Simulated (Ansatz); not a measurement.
Write the native input for Ansatz 0.2.0 that does the following.

```
Task                : optical spectrum
Functional          : PBE-LYP
Potentials or basis : all-electron LAPW, scalar-relativistic
Cutoff              : 216 eV (chosen from the basis error)
Basis error allowed : 0.002 eV/atom
k mesh              : 11 × 11 × 11
Occupations         : fermi-dirac, width 0.15 eV
Spin                : no spin polarisation
Optics k mesh       : 16 × 16 × 16
Broadening          : 0.2 eV
```

The system is Ag.

```xyz
1
Lattice="0.0000 2.0696 2.0696 2.0696 0.0000 2.0696 2.0696 2.0696 0.0000" Properties=species:S:1:pos:R:3 pbc="T T T"
Ag    0.0000    0.0000    0.0000
```

The cell isn't the ideal one: volume scaled by 1.04.

These files were run (other wordings do the same):

input.yaml

```yaml
crystal:
  lattice: { a: 4.13926274, b: 4.13926274, c: 4.13926274, alpha: 90.0, beta: 90.0, gamma: 90.0 }
  space_group: 225
  setting: { hermann_mauguin: Fm-3m }
  reduce_to_primitive: true
  atoms:
    - { symbol: Ag, position: [0.0, 0.0, 0.0] }
kpoints:
  mp_grid: { grid: [11, 11, 11] }
scf:
  occupations: { method: fermi_dirac, width: 0.15 }
hamiltonian:
  xc: { exchange: pbe, correlation: lyp }
  pseudopotentials: { kind: all_electron, lapw: { basis_error: 0.002 } }
output:
  eigenvalues: true
  optics:
    e_range: [0, 20]
    de: 0.1
    sigma: 0.2
    nscf_kmesh: { grid: [16, 16, 16] }
```

Potentials or basis: all-electron LAPW, scalar-relativistic.

The run is started by

```bash
$ ansatz run input.yaml --threads 1 --pin off --max-ram 2560MiB --backend cpu --events-out ev --progress --plain --runs-dir out
```

It gave:

The band gap on the k mesh is none (metal or under the smearing width).

Caveat: local fields are left out; spectra need much finer meshes, so this one isn't converged; independent-particle spectra lack excitons; the intraband (Drude) part of a metal's response may be missing.

Wall time 48 s on 1 thread of Intel(R) Xeon(R) Platinum 8259CL CPU @ 2.50GHz (Skylake/Cascade Lake) (shared host), peak memory 0.4 GiB.
